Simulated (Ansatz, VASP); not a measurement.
One calculation of BeS, two programs

File INCAR:

```
ALGO = Normal ; EDIFF = 1E-6
ENCUT = 520 ; GGA = PE
ISIF = 2 ; ISMEAR = -1
LASPH = True ; LCHARG = True
LELF = True ; LREAL = False
LVHAR = True ; LWAVE = False
NBANDS = 11 ; NELM = 100
PREC = Accurate ; SIGMA = 0.02
```

File KPOINTS:

```
k-points
0
Gamma
  10 10 10
```

The input POSCAR:

```
BeS
1.0
    0.0000000000      2.5316784796      2.3555199058
    2.5316784796      0.0000000000      2.3555199058
    2.5316784796      2.5316784796      0.0000000000
Be S
1 1
Direct
    0.0000000000      0.0000000000      0.0000000000
    0.2500000000      0.2500000000      0.2500000000
```

Input for Ansatz:

```yaml
crystal:
  lattice:
    - [0.0, 2.5316784796, 2.3555199058]
    - [2.5316784796, 0.0, 2.3555199058]
    - [2.5316784796, 2.5316784796, 0.0]
  atoms:
    - { symbol: Be, position: [0.0, 0.0, 0.0] }
    - { symbol: S, position: [0.25, 0.25, 0.25] }
kpoints:
  mp_grid: { grid: [10, 10, 10] }
  band_path:
    path:
      - [0.0, 0.0, 0.0]
      - [-0.5, -0.5, 0.0]
      - [-0.375, -0.375, 0.25]
      - [-0.375, 0.0, 0.375]
      - [0.0, 0.0, 0.5]
      - [-0.5, -0.25, 0.25]
      - [-0.0375, 0.0, 0.0375]
    npoints: 1
hamiltonian:
  xc: pbe
scf:
  occupations: { method: fermi_dirac, width: 0.02 }
  n_extra_bands: 4
output:
  forces: true
  stress: true
  eigenvalues: true
```

Change from the starting cell: epitaxial_xy strain +4.0%.

Alike in both runs: task single point; functional PBE; k mesh 10 × 10 × 10; occupations fermi-dirac, width 0.02 eV; no spin polarisation.

```csv
,VASP,Ansatz
version,VASP 6.6.1,Ansatz 0.2.0
potentials or method,"VASP PAW PBE potentials, release 64 (Be, S)","plane waves, PAW"
plane-wave cutoff (eV),520,420
valence electrons in the cell,8,8
```

Ansatz gave:

* gap on the k mesh at the Fermi level (eV): 2.70
* pressure (GPa): -3.6
* largest component of the traceless stress (GPa): 4.00

Problem. Estimate VASP's values.

Solution. gap on the k mesh at the Fermi level (eV): 2.71; pressure (GPa): -3.6; largest component of the traceless stress (GPa): 3.99.

A k mesh can miss the band edges.
